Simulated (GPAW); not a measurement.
Runs of GPAW 26.7.0 on Ag. Symmetry: Fm-3m, No. 225, cubic system. The conventional cell has a = 4.085 Å, b = 4.085 Å, c = 4.085 Å, α = 90.00°, β = 90.00°, γ = 90.00°. Ag (site symmetry m-3m) has 12 Ag at 2.89 Å as nearest neighbours. 

| task | level | potentials or basis | cell | k mesh | cutoff (eV) | eta | response ecut | scissors | kernel | maxiter | gap on the mesh (eV) | pressure (GPa) |
| --- | --- | --- | --- | --- | --- | --- | --- | --- | --- | --- | --- | --- |
| optical spectrum | PBE | GPAW PAW data sets (gpaw-data 1.2.1), pw | Fm-3m, 17.05 Å³/atom | 9 × 9 × 9 | 450 | 0.1 eV | 50 eV | 0 eV | RPA | 150 | none | - |
| ts | PBE+TS | GPAW PAW data sets (gpaw-data 1.2.1), other valence, pw | Fm-3m, 17.05 Å³/atom | 11 × 11 × 11 | 600 | - | - | - | - | 150 | none | - |
| optical spectrum | PBE | GPAW PAW data sets (gpaw-data 1.2.1), pw | Fm-3m, 18.07 Å³/atom | 9 × 9 × 9 | 450 | 0.1 eV | 50 eV | 0 eV | RPA | 150 | none | - |
| optical spectrum | PBE | GPAW PAW data sets (gpaw-data 1.2.1), pw | Fm-3m, 16.71 Å³/atom | 9 × 9 × 9 | 450 | 0.1 eV | 50 eV | 0 eV | RPA | 150 | none | - |
| optical spectrum | PBE | GPAW PAW data sets (gpaw-data 1.2.1), pw | Fm-3m, 17.39 Å³/atom | 9 × 9 × 9 | 450 | 0.1 eV | 50 eV | 0 eV | RPA | 150 | none | - |
| optical spectrum | PBE | GPAW PAW data sets (gpaw-data 1.2.1), pw | Fm-3m, 16.03 Å³/atom | 9 × 9 × 9 | 450 | 0.1 eV | 50 eV | 0 eV | RPA | 150 | none | - |
| optical spectrum | PBE | GPAW PAW data sets (gpaw-data 1.2.1), pw | Fm-3m, 17.73 Å³/atom | 9 × 9 × 9 | 450 | 0.1 eV | 50 eV | 0 eV | RPA | 150 | none | - |
| Fermi surface | r2SCAN | GPAW PAW data sets (gpaw-data 1.2.1), other valence, pw | Fm-3m, 17.05 Å³/atom | 11 × 11 × 11 | 600 | - | - | - | - | 150 | none | 3.1 |
| single point | PBE | GPAW PAW data sets (gpaw-data 1.2.1), pw | Fm-3m, 17.05 Å³/atom | 9 × 9 × 9 | 450 | - | - | - | - | 120 | none | (a) |
| optical spectrum | PBE | GPAW PAW data sets (gpaw-data 1.2.1), pw | Fm-3m, 16.37 Å³/atom | 9 × 9 × 9 | 450 | 0.1 eV | 50 eV | 0 eV | RPA | 150 | none | - |

Alike in all rows: no spin polarisation; smearing fermi-dirac 0.05 eV.

Estimate the missing entries.

(a) 3.7.

Caveats: the intraband term hangs on this k mesh (some runs); the long-wavelength limit can be off by several per cent where d states take part (some runs); independent-particle spectra lack excitons (some runs); pairwise dispersion overbinds metals, which lowers pressure and volume (some runs); the PAW data sets were made with another functional, which shifts forces and pressure a little (some runs); the cutoff is short for stress and forces, so pressures can be off by a GPa or more (some runs).

A k mesh can miss the band edges, and the runs leave out spin-orbit coupling on Ag.

A gap of «none» marks a metal or a gap under the smearing width.

The runs don't all hold the same shells in valence.
